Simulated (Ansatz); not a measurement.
Basis-set series for C4H9N (`C1CCNC1`). Total charge 0; spin multiplicity 1. Geometry: relaxed with PBE0-D4/def2-TZVP.

```
functional       basis  functions  energy (Eh)  HOMO (eV)  LUMO (eV)
   PBE0-D4    def2-SVP        115   -212.18346      -6.39       1.55
   PBE0-D4  def2-TZVPP        281   -212.41608      -6.57       0.97
   ωB97M-V    def2-SVP        115   -212.30967      -8.77       3.20
   ωB97M-V  def2-TZVPP        281   -212.55464      -8.96       2.41
```

Task: Give the rows for def2-QZVPP. (An estimate is asked.)

Result: Computed: 
```csv
functional,basis,functions,energy (Eh),HOMO (eV),LUMO (eV)
PBE0-D4,def2-QZVPP,555,-212.42827,-6.61,0.58
ωB97M-V,def2-QZVPP,555,-212.56654,-8.99,1.77
```

Positive LUMOs are unbound and depend on the basis.
